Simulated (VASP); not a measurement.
# SnO2 (R-3m) in VASP: a series of runs, part 2 of 2

VASP 6.6.1. The steps go on from the part before.

### 3 Equation of state, LDA, 11.59 Å³/atom (a relaxed cell with its volume scaled by 0.96)

Contents of INCAR:

```
SYSTEM = SnO2
PREC = Accurate
ENCUT = 520
EDIFF = 1E-6
ISMEAR = 0
SIGMA = 0.02
LREAL = .False.
LASPH = .True.
NELM = 80
ALGO = Normal
ISIF = 2
LWAVE = .False.
LCHARG = .False.
```

Contents of KPOINTS:

```
Automatic mesh
0
Gamma
  8 8 8
  0 0 0
```

Contents of POSCAR:

```
SnO2                                    
1.0
    1.5869137123      0.9162050590      3.9855413897
   -1.5869137123      0.9162050590      3.9855413897
   -0.0000000000     -1.8324101181      3.9855413897
  Sn              O             
     1     2
Direct
     0.5000000000000000    0.5000000000000000    0.5000000000000000
     0.7541741723176588    0.7541741723176588    0.7541741723176588
     0.2458258276823413    0.2458258276823413    0.2458258276823413
```

Potentials or basis: VASP PAW LDA potentials, release 64 (Sn_d, O).

Launch:

```sh
$ cat potpaw_LDA.64/Sn_d/POTCAR potpaw_LDA.64/O/POTCAR > POTCAR
$ mpirun -np 1 vasp_std > vasp.out
```

OUTCAR:

```text
SYSTEM = SnO2
   PREC = Accurate
   ENCUT = 520
   EDIFF = 1E-6
   ISMEAR = 0
   LREAL = .False.
   LASPH = .True.
   NELM = 80
   ISIF = 2

 ion  position               nearest neighbor table
   1  0.500  0.500  0.500-   3 2.06   3 2.06   2 2.06   2 2.06   3 2.06   2 2.06
   2  0.754  0.754  0.754-   1 2.06   1 2.06   1 2.06
   3  0.246  0.246  0.246-   1 2.06   1 2.06   1 2.06

  LATTYP: Found a trigonal (rhomboedric) cell.
 ALAT       =     4.3866008491
 COS(alpha) =     0.7382538004

  Lattice vectors:

 A1 = (   1.5869137123,   0.9162050590,   3.9855413897)
 A2 = (  -1.5869137123,   0.9162050590,   3.9855413897)
 A3 = (   0.0000000000,  -1.8324101181,   3.9855413897)

Analysis of symmetry for initial positions (statically):
=====================================================================
 Subroutine PRICEL returns:
 Original cell was already a primitive cell.

 Routine SETGRP: Setting up the symmetry group for a
 trigonal (rhombohedral) supercell.

 Subroutine GETGRP returns: Found 12 space group operations
 (whereof 12 operations were pure point group operations)
 out of a pool of 12 trial point group operations.

The static configuration has the point symmetry D_3d.

Analysis of symmetry for dynamics (positions and initial velocities):
=====================================================================
 Subroutine PRICEL returns:
 Original cell was already a primitive cell.

 Routine SETGRP: Setting up the symmetry group for a
 trigonal (rhombohedral) supercell.

 Subroutine GETGRP returns: Found 12 space group operations
 (whereof 12 operations were pure point group operations)
 out of a pool of 12 trial point group operations.

The dynamic configuration has the point symmetry D_3d.

 Subroutine INISYM returns: Found 12 space group operations
 (whereof 12 operations are pure point group operations),
 and found     1 'primitive' translations

----------------------------------------------------------------------------------------
[... 117 lines left out ...]
  Fermi-wavevector in a.u.,A,eV,Ry     =   1.485951  2.808040 30.042340  2.208050
  Thomas-Fermi vector in A             =   2.599298
   LORBIT       =      0    0 simple, 1 ext, 2 COOP (PROOUT), +10 PAW based schemes
   GGA     = CA    functional components
   LHFCALC =     F    Hartree Fock is set to
   AEXX    =    0.0000 exact exchange contribution
   IVDW    =     0    specifies the selected vdW correction
   LEPSILON=     F    determine dielectric tensor
   LRPA    =     F    only Hartree local field effects (RPA)
 non-spin polarized calculation
 Gauss-broadening in eV      SIGMA  =   0.02
  energy-cutoff  :      520.00
  volume of cell :       34.77
 maximum number of plane-waves:       947
 NGX is ok and might be reduce to    36
   NGX = 17   NGY = 17   NGZ = 17

 number of electron      26.0000001 magnetization

 Free energy of the ion-electron system (eV)
  ---------------------------------------------------
  ext. energy  EPLUGINS =         0.00000000
  ---------------------------------------------------
  free energy    TOTEN  =       -20.51911795 eV

  energy without entropy =      -20.51911795  energy(sigma->0) =      -20.51911795

 E-fermi :   6.2064     XC(G=0): -11.9389

 val. band max:        6.1056806579   @ k =   0.0000   0.0000   0.0000
 cond. band min:       7.9303831107   @ k =   0.0000   0.0000   0.0000
 fundamental gap:      1.8247024529
 Fermi energy:         6.2064291105

 k-point     1 :       0.0000    0.0000    0.0000
  band No.  band energies     occupation
      1     -14.2826      2.00000
      2     -13.8680      2.00000
      3     -13.8680      2.00000
      4     -13.5770      2.00000
      5     -13.5770      2.00000
      6     -12.5603      2.00000
[... 457 lines left out ...]
      4     -13.6543      2.00000
      5     -13.5543      2.00000
      6     -11.9345      2.00000
[... 9 lines left out ...]
     16      15.2271      0.00000
     17      18.2997      0.00000

 [... further k-points ...]

------------------------ aborting loop because EDIFF is reached ----------------------------------------

  FORCE on cell =-STRESS in cart. coord.  units (eV):
  Direction    XX          YY          ZZ          XY          YZ          ZX
  --------------------------------------------------------------------------------------
  -------------------------------------------------------------------------------------
  Total        2.2910018      2.2910018      1.2351749     -0.0000000     -0.0000000     -0.0000000
  in kB      105.5726523    105.5726523     56.9186317     -0.0000000     -0.0000000     -0.0000000
  external PRESSURE =      89.3546454 kB  Pullay stress =       0.0000000 kB

 VOLUME and BASIS-vectors are now :
 -----------------------------------------------------------------------------
  energy-cutoff  :      520.00
  volume of cell :       34.77
      direct lattice vectors                 reciprocal lattice vectors
     1.586913712  0.916205059  3.985541390     0.315076993  0.181909786  0.083635647
    -1.586913712  0.916205059  3.985541390    -0.315076993  0.181909786  0.083635647
     0.000000000 -1.832410118  3.985541390     0.000000000 -0.363819573  0.083635647

 POSITION                                       TOTAL-FORCE (eV/Angst)
 -----------------------------------------------------------------------------------
      0.00000     -0.00000      5.97831         0.000000      0.000000     -0.000000
      0.00000     -0.00000      9.01738         0.000000      0.000000     -0.449838
      0.00000     -0.00000      2.93925         0.000000     -0.000000      0.449838
 -----------------------------------------------------------------------------------
    total drift:                               -0.000000     -0.000000      0.000000

  FREE ENERGIE OF THE ION-ELECTRON SYSTEM (eV)
  ---------------------------------------------------
  free  energy   TOTEN  =       -20.5191179520 eV

  energy  without entropy=      -20.5191179520  energy(sigma->0) =      -20.51911795
```

OSZICAR:

```text
N       E                     dE             d eps       ncg     rms          rms(c)
DAV:   1     0.233207728067E+03    0.23321E+03   -0.14738E+04  2283   0.242E+03
DAV:   2    -0.319739285387E+01   -0.23641E+03   -0.22886E+03  2580   0.492E+02
DAV:   3    -0.230650496261E+02   -0.19868E+02   -0.19631E+02  2466   0.141E+02
DAV:   4    -0.235670014258E+02   -0.50195E+00   -0.50144E+00  2831   0.229E+01
DAV:   5    -0.235752657434E+02   -0.82643E-02   -0.82634E-02  2764   0.298E+00    0.111E+01
DAV:   6    -0.206011866264E+02    0.29741E+01   -0.13211E+01  3342   0.666E+01    0.464E+00
DAV:   7    -0.205668131580E+02    0.34373E-01   -0.63209E-01  2306   0.734E+00    0.213E+00
DAV:   8    -0.205234082749E+02    0.43405E-01   -0.71683E-02  2627   0.329E+00    0.429E-01
DAV:   9    -0.205190242051E+02    0.43841E-02   -0.12000E-02  3300   0.210E+00    0.802E-02
DAV:  10    -0.205191143074E+02   -0.90102E-04   -0.11330E-03  2314   0.316E-01    0.320E-02
DAV:  11    -0.205191173609E+02   -0.30534E-05   -0.30154E-05  3317   0.718E-02    0.174E-02
DAV:  12    -0.205191179520E+02   -0.59117E-06   -0.36442E-06  2525   0.313E-02
   1 F= -.20519118E+02 E0= -.20519118E+02  d E =-.210228E-15
```

stdout:

```text
POSCAR found type information on POSCAR SnO
 POSCAR found :  2 types and       3 ions
 scaLAPACK will be used
 LDA part: xc-table for (Slater(with rela. corr.)+CA(PZ))
 , standard interpolation
 POSCAR, INCAR and KPOINTS ok, starting setup
 FFT: planning ... GRIDC
 FFT: planning ... GRID_SOFT
 FFT: planning ... GRID
 WAVECAR not read
 entering main loop
```

Run time: 44 s. Hardware: 1 thread of Intel Xeon Platinum 8259CL at 2.50GHz (Skylake/Cascade Lake), shared host; peak memory 0.18 GiB.

Results:

```
Free energy            : -20.5191 eV
Pressure               : 8.9 GPa
Largest force          : 0.450 eV/Å
Band gap on the k mesh : 1.82 eV, direct
```

Caveat: spin-orbit coupling is left out, which moves the levels of the heavy elements.

### 4 Equation of state, LDA, 11.83 Å³/atom (a relaxed cell with its volume scaled by 0.98)

INCAR is that of step 3.

KPOINTS is that of step 3.

Contents of POSCAR:

```
SnO2                                    
1.0
    1.5978582907      0.9225239143      4.0130287506
   -1.5978582907      0.9225239143      4.0130287506
   -0.0000000000     -1.8450478286      4.0130287506
  Sn              O             
     1     2
Direct
     0.5000000000000000    0.5000000000000000    0.5000000000000000
     0.7541741723176588    0.7541741723176588    0.7541741723176588
     0.2458258276823413    0.2458258276823413    0.2458258276823413
```

Launch:

```sh
$ cat potpaw_LDA.64/Sn_d/POTCAR potpaw_LDA.64/O/POTCAR > POTCAR
$ mpirun -np 1 vasp_std > vasp.out
```

Run time: 41 s. Hardware: 1 thread of Intel Xeon Platinum 8259CL at 2.50GHz (Skylake/Cascade Lake), shared host; peak memory 0.19 GiB.

Results (log left out):

```
Free energy            : -20.5501 eV
Pressure               : 4.3 GPa
Largest force          : 0.214 eV/Å
Band gap on the k mesh : 1.64 eV, direct
```

Caveat: spin-orbit coupling is left out, which moves the levels of the heavy elements.

### 5 Equation of state, LDA, 12.07 Å³/atom

INCAR is that of step 4.

KPOINTS is that of step 4.

Contents of POSCAR:

```
SnO2                                    
1.0
    1.6086549580      0.9287573731      4.0401446323
   -1.6086549580      0.9287573731      4.0401446323
   -0.0000000000     -1.8575147461      4.0401446323
  Sn              O             
     1     2
Direct
     0.5000000000000000    0.5000000000000000    0.5000000000000000
     0.7541741723176588    0.7541741723176588    0.7541741723176588
     0.2458258276823413    0.2458258276823413    0.2458258276823413
```

Launch:

```sh
$ cat potpaw_LDA.64/Sn_d/POTCAR potpaw_LDA.64/O/POTCAR > POTCAR
$ mpirun -np 1 vasp_std > vasp.out
```

It took 42 s on 1 thread of Intel Xeon Platinum 8259CL at 2.50GHz (Skylake/Cascade Lake), shared host; peak memory 0.19 GiB.

Results (log left out):

| Quantity | Value |
| --- | --- |
| Free energy | -20.5613 eV |
| Pressure | 0.2 GPa |
| Band gap on the k mesh | 1.46 eV, direct |

Caveat: spin-orbit coupling is left out, which moves the levels of the heavy elements.

### 6 Equation of state, LDA, 12.31 Å³/atom (a relaxed cell with its volume scaled by 1.02)

INCAR is that of step 5.

KPOINTS is that of step 5.

Contents of POSCAR:

```
SnO2                                    
1.0
    1.6193086126      0.9349082634      4.0669013368
   -1.6193086126      0.9349082634      4.0669013368
   -0.0000000000     -1.8698165268      4.0669013368
  Sn              O             
     1     2
Direct
     0.5000000000000000    0.5000000000000000    0.5000000000000000
     0.7541741723176588    0.7541741723176588    0.7541741723176588
     0.2458258276823413    0.2458258276823413    0.2458258276823413
```

Potentials or basis: VASP PAW LDA potentials, release 64 (Sn_d, O).

Launch:

```sh
$ cat potpaw_LDA.64/Sn_d/POTCAR potpaw_LDA.64/O/POTCAR > POTCAR
$ mpirun -np 1 vasp_std > vasp.out
```

Wall time 49 s (1 thread of Intel Xeon Platinum 8259CL at 2.50GHz (Skylake/Cascade Lake), shared host); peak memory 0.19 GiB.

It converged, with:

- Free energy: -20.5548 eV
- Pressure: -3.5 GPa
- Largest force: 0.198 eV/Å
- Band gap on the k mesh: 1.30 eV, direct

Caveat: spin-orbit coupling is left out, which moves the levels of the heavy elements.

### 7 Equation of state, LDA, 12.56 Å³/atom (a relaxed cell with its volume scaled by 1.04)

INCAR is that of step 6.

KPOINTS is that of step 6.

Contents of POSCAR:

```
SnO2                                    
1.0
    1.6298238982      0.9409792664      4.0933105270
   -1.6298238982      0.9409792664      4.0933105270
   -0.0000000000     -1.8819585328      4.0933105270
  Sn              O             
     1     2
Direct
     0.5000000000000000    0.5000000000000000    0.5000000000000000
     0.7541741723176588    0.7541741723176588    0.7541741723176588
     0.2458258276823413    0.2458258276823413    0.2458258276823413
```

Launch:

```sh
$ cat potpaw_LDA.64/Sn_d/POTCAR potpaw_LDA.64/O/POTCAR > POTCAR
$ mpirun -np 1 vasp_std > vasp.out
```

It took 44 s on 1 thread of Intel Xeon Platinum 8259CL at 2.50GHz (Skylake/Cascade Lake), shared host; peak memory 0.19 GiB.

Results (log left out):

```
Free energy            : -20.5325 eV
Pressure               : -6.8 GPa
Largest force          : 0.379 eV/Å
Band gap on the k mesh : 1.15 eV, direct
```

Caveat: spin-orbit coupling is left out, which moves the levels of the heavy elements.

### 8 Equation of state, LDA

This run uses another cell than the first one, of 12.07 Å³/atom, 0.833 times its volume.

This step only gathers the single runs of the series.

Results:

* Equilibrium volume: 12.10 Å³/atom
* Bulk modulus at fixed shape and positions: 193 GPa
* Pressure derivative of the bulk modulus: 4.7 (rough: it moves with the points fitted)

Energy against volume, from the lowest point:
```
volume (Å³/atom)  energy (meV/atom)
          11.589              14.05
          11.831               3.72
          12.072               0.00
          12.314               2.16
          12.555               9.59
```

Caveat: the cell was scaled at fixed shape and fractional positions, which overstates the stiffness of a crystal with free parameters, most of all of layers and chains.
